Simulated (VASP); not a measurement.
A run of VASP 6.6.1 is set up as follows.

INCAR

```
SYSTEM = Au
PREC = Accurate ; ENCUT = 520
EDIFF = 1E-6 ; ISMEAR = 0
SIGMA = 0.1 ; LREAL = .False.
LASPH = .True. ; NELM = 100
ALGO = Normal ; ISIF = 2
LWAVE = .False. ; LCHARG = .True.
GGA = PE ; LELF = .True.
LVHAR = .True. ; NBANDS = 12
```

KPOINTS

```
regular mesh
0
Gamma
  6 6 6
  0 0 0
```

The input POSCAR:

```
Au
1.0
    2.5534984900      0.0000000000      0.0000000000
    0.0000000000      2.5534984900      0.0000000000
    0.0000000000      0.0000000000      2.8494247000
Au
1
Direct
    0.0000000000      0.0000000000      0.5000000000
```

Potentials or basis: VASP PAW PBE potentials, release 64 (Au).

The run is started by

```console
$ cat potpaw_PBE.64/Au/POTCAR > POTCAR
$ mpirun -np 1 vasp_std > vasp.out
```

**Question.** Predict the pressure.

**Answer.** 19.9 GPa.

**Question.** What does it give for the band gap on the k mesh?

**Answer.** None (metal or under the smearing width).

Stress tensor (GPa, compression positive):
```
31.93  0.00  0.00
 0.00 31.93  0.00
 0.00  0.00 -4.28
```

Caveat: the k mesh is coarse (spacing up to 0.41 Å⁻¹), so the values aren't converged; so large a pressure means that the cell lies far from this level's equilibrium, or that cutoff or potentials fall short. Spin-orbit coupling is left out, which matters for the levels of Au.
